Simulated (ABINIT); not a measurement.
# SnSe2 (P-3m1) in ABINIT: notebook

One crystal, SnSe2, is run at these levels: PBE, PBE+D3; tasks: relaxation of cell and atoms.

Everything below comes from runs of ABINIT 10.8.3 (patched build). Logs are shortened: lines on timing, memory, paths and dates and some standing lists are left out, and cuts for length are marked. The log counts tension as positive stress, the text compression.

### Step 1. The structure

The structure is trigonal, space group P-3m1 (No. 164). Conventional cell: a = 3.811 Å, b = 3.811 Å, c = 6.136 Å, α = 90.00°, β = 90.00°, γ = 120.00°. Sn (site symmetry -3m) is surrounded by 6 Se at 2.68 Å. Se (site symmetry 3m) is surrounded by 3 Sn at 2.68 Å.

### Step 2. Relaxation of cell and atoms, PBE

File run.py:

```python
import json, os
import numpy as np
from ase.constraints import FixSymmetry
from ase.optimize import BFGS
from ase.filters import FrechetCellFilter
from ase.units import GPa
from ase.calculators.abinit import Abinit, AbinitProfile
from ase import Atoms

atoms = Atoms(['Sn', 'Se', 'Se'],
              cell=[[3.811, 0.0, 0.0], [-1.9055, 3.3004228138, 0.0], [0.0, 0.0, 6.136]],
              scaled_positions=[[0.0, 0.0, 0.0], [0.6666666667, 0.3333333333, 0.751], [0.3333333333, 0.6666666667, 0.249]],
              pbc=True)

profile = AbinitProfile(command='abinit', pp_paths=[os.path.abspath('pseudos')])
params = dict(
    pps='pawxml', xc='PBE',
    chksymtnons=0,
    tolsym=1e-05,
    ecut=598.6505,
    pawecutdg=1197.301,
    pawxcdev=0,
    pawovlp=-1,
    kptopt=1,
    ngkpt=[5, 5, 3],
    nshiftk=1,
    shiftk=[0.0, 0.0, 0.0],
    ixc=11,
    nband=17,
    occopt=3,
    tsmear=0.05,
    nstep=100,
    tolvrs=1e-09,
    prtwf=0,
    prtden=0,
    ecutsm=0.5,
)

atoms.calc = Abinit(profile=profile, directory='run', **params)
atoms.set_constraint(FixSymmetry(atoms, symprec=1e-4))
opt = BFGS(FrechetCellFilter(atoms), trajectory='opt.traj')
converged = opt.run(fmax=0.05, steps=30)
print('converged', converged)
print('cell (A)', np.round(atoms.cell[:], 5).tolist())
energy = atoms.get_potential_energy()
forces = atoms.get_forces()
stress = atoms.get_stress()
print(f'energy {energy:.6f} eV')
print('forces (eV/A)')
print(np.round(forces, 5))
print('stress (GPa, Voigt, tension positive)', np.round(stress / GPa, 4))
json.dump(dict(energy=energy, forces=forces.tolist(), stress=stress.tolist(), cell=atoms.cell.tolist(), frac=atoms.get_scaled_positions(wrap=False).tolist()), open('results.json', 'w'))
```

Potentials or basis: JTH PAW PBE v2.0.

Launch:

```console
$ python run.py
```

Log:

```text
Step          Energy          fmax
BFGS:    0    -2419.165699        1.035204
BFGS:    1    -2419.210291        0.778457
BFGS:    2    -2419.264809        0.133768
BFGS:    3    -2419.266316        0.139958
BFGS:    4    -2419.267961        0.169496
BFGS:    5    -2419.270952        0.166929
BFGS:    6    -2419.274060        0.109920
BFGS:    7    -2419.276117        0.111622
BFGS:    8    -2419.276779        0.142530
BFGS:    9    -2419.277641        0.186197
BFGS:   10    -2419.279611        0.214452
BFGS:   11    -2419.284342        0.216650
BFGS:   12    -2419.288818        0.145755
BFGS:   13    -2419.291784        0.059828
BFGS:   14    -2419.293049        0.008471
converged True
cell (A) [[3.87926, -0.0, -0.0], [-1.93963, 3.35953, -0.0], [0.0, -0.0, 6.92955]]
energy -2419.293049 eV
forces (eV/A)
[[ 0.      0.      0.    ]
 [ 0.     -0.      0.0075]
 [-0.      0.     -0.0075]]
stress (GPa, Voigt, tension positive) [-0.0185 -0.0185 -0.0071  0.      0.     -0.    ]
```

abinit.in:

```text
chksymtnons 0
ecut 598.6505 eV
ecutsm 0.5
ixc 11
kptopt 1
natom 3
nband 17
ngkpt
5 5 3
nshiftk 1
nsppol 1
nstep 100
occopt 3
pawecutdg 1197.301 eV
pawovlp -1
pawxcdev 0
prtden 0
prtwf 0
shiftk
0.0 0.0 0.0
tolsym 1e-05
tolvrs 1e-09
tsmear 0.05 eV
#Definition of the unit cell
acell
1.00000000000000 1.00000000000000 1.00000000000000 Angstrom
rprim
3.87925604995192 -0.00000000000000 -0.00000000000000
-1.93962802497596 3.35953428704284 -0.00000000000000
0.00000000000000 -0.00000000000000 6.92954522722500
chkprim 0 # Allow non-primitive cells
#Definition of the atom types
ntypat 2
znucl 34 50
#Enumerate different atomic species
typat
 2 1 1
pseudos "./pseudos/Se.GGA_PBE-JTH.xml,
./pseudos/Sn.GGA_PBE-JTH.xml"
#Definition of the atoms
xcart
0.00000000000000 0.00000000000000 0.00000000000000
3.66536575320255 2.11619990428993 10.08904399978865
-0.00000000000000 4.23239980857986 3.00589865626702
chkexit 1 # abinit.exit file in the running directory terminates after the current SCF
```

abinit.abo:

```text
.Version 10.8.3 of ABINIT
 Symmetries : space group P-3 m 1 (#164); Bravais hP (primitive hexag.)
================================================================================
 Values of the parameters that define the memory need of the present run
     intxc =       0    ionmov =       0      iscf =      17    lmnmax =      18
     lnmax =       6     mgfft =      60  mpssoang =       3    mqgrid =    3911
     natom =       3  nloc_mem =       2    nspden =       1   nspinor =       1
    nsppol =       1      nsym =      12    n1xccc =       1    ntypat =       2
    occopt =       3   xclevel =       2
       mpw =        3040          nfft =       61440          nkpt =          12
 PAW method is used; the additional fine FFT grid is defined by:
   mgfftf=        80    nfftf =    162000
================================================================================
================================================================================

--------------------------------------------------------------------------------
------------- Echo of variables that govern the present computation ------------
--------------------------------------------------------------------------------
 -outvars: echo values of preprocessed input variables --------
            acell      1.8897261259E+00  1.8897261259E+00  1.8897261259E+00 Bohr
              amu      7.89600000E+01  1.18710000E+02
          chkexit           1
          chkprim           0
      chksymtnons           0
             ecut      2.20000001E+01 Hartree
           ecutsm      5.00000000E-01 Hartree
              ixc          11
         kptrlatt        5    0    0      0    5    0      0    0    3
          kptrlen      3.66536575E+01
            natom           3
            nband          17
            ngfft          32      32      60
          ngfftdg          45      45      80
             nkpt          12
            nstep         100
             nsym          12
           ntypat           2
           occopt           3
        pawecutdg      4.40000002E+01 Hartree
[... 190 lines left out ...]
iteration_state     : {dtset: 1, }
comment             : Components of total free energy in Hartree
kinetic             :  1.85292041403024E+01
hartree             :  4.20572230539466E+01
xc                  : -1.94444946700147E+01
Ewald energy        : -4.89655132007766E+01
psp_core            :  3.75900210052007E+00
local_psp           : -1.07295371297727E+02
PAW spherical_terms :  2.24525715476155E+01
internal            : -8.89073783261337E+01
'-kT*entropy'       : -1.37152293185091E-06
total_energy        : -8.89073796976566E+01
total_energy_eV     : -2.41929304907102E+03
...

--- !EnergyTermsDC
iteration_state     : {dtset: 1, }
comment             : '"Double-counting" decomposition of free energy'
band_energy         : -1.00464010292659E+01
Ewald energy        : -4.89655132007766E+01
psp_core            :  3.75900210052007E+00
xc_dc               : -4.98453577310586E+01
PAW spherical_terms :  1.61908890490070E+01
internal            : -8.89073808115740E+01
'-kT*entropy'       : -1.37152293185091E-06
total_energy_dc     : -8.89073821830969E+01
total_energy_dc_eV  : -2.41929311670330E+03
...

--- !EnergyTermsWithPAWCore
iteration_state     : {dtset: 1, }
comment             : 'Components of total free energy, including PAW core contributions'
Total energy        : -1.10375594704671E+04
Total energy DC     : -1.10375594729525E+04
Total energy (eV)   : -3.00347293963865E+05
Total energy DC (eV): -3.00347294031498E+05
...

 Cartesian components of stress tensor (hartree/bohr^3)
  sigma(1 1)= -6.30078200E-07  sigma(3 2)=  0.00000000E+00
  sigma(2 2)= -6.30078200E-07  sigma(3 1)=  0.00000000E+00
  sigma(3 3)= -2.42519019E-07  sigma(2 1)=  0.00000000E+00

-Cartesian components of stress tensor (GPa)         [Pressure=  1.4737E-02 GPa]
- sigma(1 1)= -1.85375407E-02  sigma(3 2)=  0.00000000E+00
- sigma(2 2)= -1.85375407E-02  sigma(3 1)=  0.00000000E+00
- sigma(3 3)= -7.13515589E-03  sigma(2 1)=  0.00000000E+00

== END DATASET(S) ==============================================================
================================================================================

 -outvars: echo values of variables after computation  --------
            acell      1.8897261259E+00  1.8897261259E+00  1.8897261259E+00 Bohr
           etotal     -8.8907382183E+01
            fcart     -0.0000000000E+00  2.8275476429E-29 -9.0350181040E-21
                      -7.3461842674E-29 -9.8964167501E-29  1.4587022963E-04
                       7.3461842674E-29  7.0688691072E-29 -1.4587022963E-04
            rprim      3.8792560500E+00 -0.0000000000E+00 -0.0000000000E+00
                      -1.9396280250E+00  3.3595342870E+00 -0.0000000000E+00
                       0.0000000000E+00 -0.0000000000E+00  6.9295452272E+00
           strten     -6.3007820018E-07 -6.3007820019E-07 -2.4251901928E-07
                       0.0000000000E+00  0.0000000000E+00  0.0000000000E+00
           xangst      0.0000000000E+00  0.0000000000E+00  0.0000000000E+00
                       1.9396280250E+00  1.1198447623E+00  5.3388921610E+00
                      -7.1780656418E-17  2.2396895247E+00  1.5906530662E+00
             xred      0.0000000000E+00  0.0000000000E+00  0.0000000000E+00
                       6.6666666667E-01  3.3333333333E-01  7.7045346930E-01
                       3.3333333333E-01  6.6666666667E-01  2.2954653070E-01
 Calculation completed.
```

Run time: 4.9 min. Hardware: 1 thread of Arm Neoverse V2, shared host; peak memory 0.14 GiB.

Results:

| Quantity | Value |
| --- | --- |
| Free energy | -2419.2931 eV |
| Relaxed volume | 30.10 Å³/atom |
| Relaxed cell | a = 3.879 Å, b = 3.879 Å, c = 6.930 Å, α = 90.00°, β = 90.00°, γ = 120.00° |
| Space group after relaxing (to 0.05 Å) | P-3m1 (No. 164) |
| Energy gained by relaxing | 42.4 meV/atom |
| Ionic steps | 15 |
| Pressure after relaxing | 0.0 GPa |
| Largest force after relaxing | 0.008 eV/Å |
| Band gap on the k mesh | 0.88 eV, indirect (least direct gap 1.17 eV) |
| Valence electrons inside the program's atomic spheres | Sn 11.82; Se 3.91 |

Forces on the atoms (eV/Å):
```
Sn   0.000  0.000  0.000
Se   0.000  0.000  0.008
Se   0.000  0.000 -0.008
```

The path:
```
step  energy change (eV)  largest force (eV/Å)  pressure (GPa)  volume (Å³)
   1              0.0000                0.7453            5.65        77.18
   2             -0.0446                0.4983            4.20        78.19
   3             -0.0991                0.0876            0.79        81.05
   4             -0.1006                0.1371            0.44        81.47
   5             -0.1023                0.1657            0.12        82.03
   6             -0.1053                0.1625           -0.23        82.93
   7             -0.1084                0.1066           -0.31        83.79
   8             -0.1104                0.0292           -0.23        84.43
   9             -0.1111                0.0152           -0.08        84.52
  10             -0.1119                0.0710            0.17        84.55
  11             -0.1139                0.1061            0.42        84.63
  12             -0.1186                0.1362            0.68        85.47
  13             -0.1231                0.1037            0.69        86.97
  14             -0.1261                0.0361            0.32        88.51
  15             -0.1273                0.0075            0.01        90.31
```

Final structure:
```cif
data_structure
_symmetry_space_group_name_H-M 'P 1'
_symmetry_Int_Tables_number 1
_cell_length_a 3.8793
_cell_length_b 3.8793
_cell_length_c 6.9295
_cell_angle_alpha 90.000
_cell_angle_beta 90.000
_cell_angle_gamma 120.000
_cell_volume 90.31
loop_
_atom_site_label
_atom_site_type_symbol
_atom_site_fract_x
_atom_site_fract_y
_atom_site_fract_z
_atom_site_occupancy
Sn1 Sn 0.00000 0.00000 0.00000 1
Se1 Se 0.66667 0.33333 0.77045 1
Se2 Se 0.33333 0.66667 0.22955 1
```

Levels at points of the mesh, in eV from the valence-band top:
```csv
k point,band 11,band 12,band 13,band 14,band 15,band 16
"(0.00, 0.00, 0.00)",-0.45,-0.11,-0.11,1.08,3.08,4.60
```

Caveat: the volume moved by over 15 % at a fixed basis, so the end points are rough; the log and the count of SCF iterations are those of the last ABINIT call alone; spin-orbit coupling is left out, which moves the levels of the heavy elements; an odd mesh through Γ misses points on the zone boundary, where band edges often lie; this functional lacks dispersion, which binds the layers, so the pressure and a relaxed spacing across them are unreliable, and here the layers came unbound. PBE usually gives volumes a little too large and moduli too small.

### Step 3. Relaxation of cell and atoms, PBE+D3

run.py, as its differences from that of step 2:

```diff
@@ -6,2 +6,4 @@
 from ase.units import GPa
+from ase.calculators.mixing import SumCalculator
+from dftd3.ase import DFTD3
 from ase.calculators.abinit import Abinit, AbinitProfile
@@ -38,3 +40,3 @@
 
-atoms.calc = Abinit(profile=profile, directory='run', **params)
+atoms.calc = SumCalculator([Abinit(profile=profile, directory='run', **params), DFTD3(method='pbe', damping='d3zero')])
 atoms.set_constraint(FixSymmetry(atoms, symprec=1e-4))
```

Potentials or basis: JTH PAW PBE v2.0.

Launch:

```console
$ python run.py
```

Log:

```text
Step          Energy          fmax
BFGS:    0    -2419.854911        0.822463
BFGS:    1    -2419.888086        0.596981
BFGS:    2    -2419.925549        0.068638
BFGS:    3    -2419.925937        0.037531
converged True
cell (A) [[3.85664, -0.0, -0.0], [-1.92832, 3.33995, -0.0], [0.0, -0.0, 6.22765]]
energy -2419.925937 eV
forces (eV/A)
[[ 0.       0.       0.     ]
 [-0.       0.       0.02766]
 [ 0.      -0.      -0.02766]]
stress (GPa, Voigt, tension positive) [-0.2249 -0.2249 -0.0095  0.      0.     -0.    ]
```

abinit.in:

```text
chksymtnons 0
ecut 598.6505 eV
ecutsm 0.5
ixc 11
kptopt 1
natom 3
nband 17
ngkpt
5 5 3
nshiftk 1
nsppol 1
nstep 100
occopt 3
pawecutdg 1197.301 eV
pawovlp -1
pawxcdev 0
prtden 0
prtwf 0
shiftk
0.0 0.0 0.0
tolsym 1e-05
tolvrs 1e-09
tsmear 0.05 eV
#Definition of the unit cell
acell
1.00000000000000 1.00000000000000 1.00000000000000 Angstrom
rprim
3.85663908003140 -0.00000000000000 -0.00000000000000
-1.92831954001570 3.33994741653504 -0.00000000000000
0.00000000000000 -0.00000000000000 6.22765000307591
chkprim 0 # Allow non-primitive cells
#Definition of the atom types
ntypat 2
znucl 34 50
#Enumerate different atomic species
typat
 2 1 1
pseudos "./pseudos/Se.GGA_PBE-JTH.xml,
./pseudos/Sn.GGA_PBE-JTH.xml"
#Definition of the atoms
xcart
0.00000000000000 0.00000000000000 0.00000000000000
3.64399581372951 2.10386196398260 8.76085301819016
-0.00000000000000 4.20772392796521 3.00769989519080
chkexit 1 # abinit.exit file in the running directory terminates after the current SCF
```

abinit.abo:

```text
.Version 10.8.3 of ABINIT
 Symmetries : space group P-3 m 1 (#164); Bravais hP (primitive hexag.)
================================================================================
 Values of the parameters that define the memory need of the present run
     intxc =       0    ionmov =       0      iscf =      17    lmnmax =      18
     lnmax =       6     mgfft =      50  mpssoang =       3    mqgrid =    3515
     natom =       3  nloc_mem =       2    nspden =       1   nspinor =       1
    nsppol =       1      nsym =      12    n1xccc =       1    ntypat =       2
    occopt =       3   xclevel =       2
       mpw =        2677          nfft =       51200          nkpt =          12
 PAW method is used; the additional fine FFT grid is defined by:
   mgfftf=        72    nfftf =    145800
[... 270 lines left out ...]
           etotal     -8.8906122804E+01
            fcart     -0.0000000000E+00 -0.0000000000E+00 -0.0000000000E+00
                      -1.4778530825E-28  8.5323887503E-29  6.7713305528E-04
                       1.4778530825E-28 -8.5323887503E-29 -6.7713305528E-04
            rprim      3.8566390800E+00 -0.0000000000E+00 -0.0000000000E+00
                      -1.9283195400E+00  3.3399474165E+00 -0.0000000000E+00
                       0.0000000000E+00 -0.0000000000E+00  6.2276500031E+00
           strten     -4.6571268273E-05 -4.6571268273E-05 -4.3359813844E-05
                       0.0000000000E+00  0.0000000000E+00  0.0000000000E+00
           xangst      0.0000000000E+00  0.0000000000E+00  0.0000000000E+00
                       1.9283195400E+00  1.1133158055E+00  4.6360437623E+00
                      -7.1362158405E-17  2.2266316110E+00  1.5916062408E+00
             xred      0.0000000000E+00  0.0000000000E+00  0.0000000000E+00
                       6.6666666667E-01  3.3333333333E-01  7.4442907999E-01
                       3.3333333333E-01  6.6666666667E-01  2.5557092001E-01
 Calculation completed.
```

Run time: 72 s. Hardware: 1 thread of Arm Neoverse V2, shared host; peak memory 0.13 GiB.

Results:

| Property | Result |
| --- | --- |
| Free energy | -2419.9260 eV |
| Relaxed volume | 26.74 Å³/atom |
| Relaxed cell | a = 3.857 Å, b = 3.857 Å, c = 6.228 Å, α = 90.00°, β = 90.00°, γ = 120.00° |
| Space group after relaxing (to 0.05 Å) | P-3m1 (No. 164) |
| Energy gained by relaxing | 23.7 meV/atom |
| Ionic steps | 4 |
| Pressure after relaxing | 0.2 GPa |
| Largest force after relaxing | 0.028 eV/Å |
| Band gap on the k mesh | 0.68 eV, indirect (least direct gap 0.98 eV) |
| Valence electrons inside the program's atomic spheres | Sn 11.84; Se 3.92 |
| Dispersion energy per atom | -0.222 eV |

Forces on the atoms (eV/Å):
```
Sn   0.000  0.000  0.000
Se   0.000  0.000  0.028
Se   0.000  0.000 -0.028
```

Stress tensor (GPa, compression positive):
```
0.22 0.00 0.00
0.00 0.22 0.00
0.00 0.00 0.01
```

The path:
| step | energy change (eV) | largest force (eV/Å) | pressure (GPa) | volume (Å³) |
| --- | --- | --- | --- | --- |
| 1 | 0.0000 | 0.7680 | 4.39 | 77.18 |
| 2 | -0.0332 | 0.5415 | 3.17 | 77.96 |
| 3 | -0.0706 | 0.0074 | 0.36 | 80.03 |
| 4 | -0.0710 | 0.0277 | 0.15 | 80.22 |

Final structure:
```cif
data_structure
_symmetry_space_group_name_H-M 'P 1'
_symmetry_Int_Tables_number 1
_cell_length_a 3.8566
_cell_length_b 3.8566
_cell_length_c 6.2276
_cell_angle_alpha 90.000
_cell_angle_beta 90.000
_cell_angle_gamma 120.000
_cell_volume 80.22
loop_
_atom_site_label
_atom_site_type_symbol
_atom_site_fract_x
_atom_site_fract_y
_atom_site_fract_z
_atom_site_occupancy
Sn1 Sn 0.00000 0.00000 0.00000 1
Se1 Se 0.66667 0.33333 0.74443 1
Se2 Se 0.33333 0.66667 0.25557 1
```

Levels at points of the mesh, in eV from the valence-band top:
```csv
k point,band 11,band 12,band 13,band 14,band 15,band 16
"(0.00, 0.00, 0.00)",-0.25,-0.25,-0.05,0.93,3.10,4.65
```

Caveat: the log and the count of SCF iterations are those of the last ABINIT call alone; spin-orbit coupling is left out, which moves the levels of the heavy elements; an odd mesh through Γ misses points on the zone boundary, where band edges often lie.
